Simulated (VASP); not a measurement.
Runs of VASP 6.6.1 on Tc. All rows change the cell; the cell of one of them follows. Symmetry: Fm-3m, No. 225, cubic system. The conventional cell has a = 3.820 Å, b = 3.820 Å, c = 3.820 Å, α = 90.00°, β = 90.00°, γ = 90.00°. Tc (site symmetry m-3m) is surrounded by 12 Tc at 2.70 Å. This isn't the form of Tc at room conditions, which is hcp.

| cell | gap on the mesh (eV) | pressure (GPa) |
| --- | --- | --- |
| volume scaled by 0.94 | none | 12.3 |
| volume scaled by 1.02 | none | -11.9 |
| volume scaled by 1.06 | none | (a) |
| volume scaled by 0.98 | none | -1.1 |

Alike in all rows: task single point; level PBE; potentials or basis VASP PAW PBE potentials, release 64 (Tc_pv); no spin polarisation; k mesh 12 × 12 × 12; cutoff (eV) 520; smearing fermi-dirac 0.05 eV.

Q: Estimate the missing entries.

A: (a) -20.5.

Caveats: so large a pressure means that the cell lies far from this level's equilibrium, or that cutoff or potentials fall short (some runs).

A k mesh can miss the band edges, and the runs leave out spin-orbit coupling on Tc.

A gap of «none» marks a metal or a gap under the smearing width.
